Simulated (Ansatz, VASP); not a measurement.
One calculation of TaN, two programs

Contents of INCAR:

```
PREC = Accurate ; ENCUT = 520
EDIFF = 1E-7 ; ISMEAR = -1
SIGMA = 0.1 ; LREAL = F
LASPH = T ; NELM = 60
ALGO = Fast ; ISIF = 2
LWAVE = F ; LCHARG = F
GGA = PE ; NBANDS = 24
```

Contents of KPOINTS:

```
Automatic mesh
0
Gamma
  7 7 4
```

The input POSCAR:

```
TaN
1.0
    3.0687820000      0.0000000000      0.0000000000
   -1.5343910000      2.6576450000      0.0000000000
    0.0000000000      0.0000000000      4.9704200000
Ta N
2 2
Direct
    0.3333300000      0.6666700000      0.0000000000
    0.6666600000      0.3333300000      0.5000000000
    0.3333300000      0.6666700000      0.3850000000
    0.6666600000      0.3333300000      0.8850000000
```

Input for Ansatz:

```yaml
crystal:
  lattice:
    - [3.068782, 0.0, 0.0]
    - [-1.534391, 2.657645, 0.0]
    - [0.0, 0.0, 4.97042]
  atoms:
    - { symbol: Ta, position: [0.33333, 0.66667, 0.0] }
    - { symbol: Ta, position: [0.66666, 0.33333, 0.5] }
    - { symbol: "N", position: [0.33333, 0.66667, 0.385] }
    - { symbol: "N", position: [0.66666, 0.33333, 0.885] }
  symmetry: { tolerance: 0.0003 }
kpoints:
  mp_grid: { grid: [7, 7, 4], shift: [0, 0, 0] }
magnetization:
  spin_polarized: false
scf:
  occupations: { method: fermi_dirac }
hamiltonian:
  pseudopotentials: { kind: paw }
  xc: pbe
basis:
  ecutwfc: 420
output:
  forces: true
  stress: true
  eigenvalues: true
```

Alike in both runs: task single point; functional PBE; k mesh 7 × 7 × 4; no spin polarisation.

|  | VASP | Ansatz |
| --- | --- | --- |
| version | VASP 6.6.1 | Ansatz 0.2.0 |
| potentials or method | VASP PAW PBE potentials, release 64 (Ta_pv, N) | PAW plane waves |
| plane-wave cutoff (eV) | 520 | 420 |
| occupations | fermi-dirac, width 0.1 eV | fermi-dirac |
| valence electrons in the cell | 32 | 36 |

Ansatz gave:

| Property | Result |
| --- | --- |
| gap on the k mesh at the Fermi level (eV) | none |
| rms of the force components (eV/Å) | 1.197 |

**Question.** Estimate VASP's values.

**Answer.** gap on the k mesh at the Fermi level (eV): none; rms of the force components (eV/Å): 1.215.

Atom by atom the forces differ by 0.018 eV/Å (rms over components). A gap of «none» marks a metal or a gap that the smearing closes. The two sets of potentials don't hold the same shells in valence. Ansatz warned: «structure_snapped_to_symmetry».

Caveats: forces of over 1 eV/Å show positions far from the minimum, so gaps and moduli don't describe the material at rest. Spin-orbit coupling is left out, which matters for the levels of Ta.
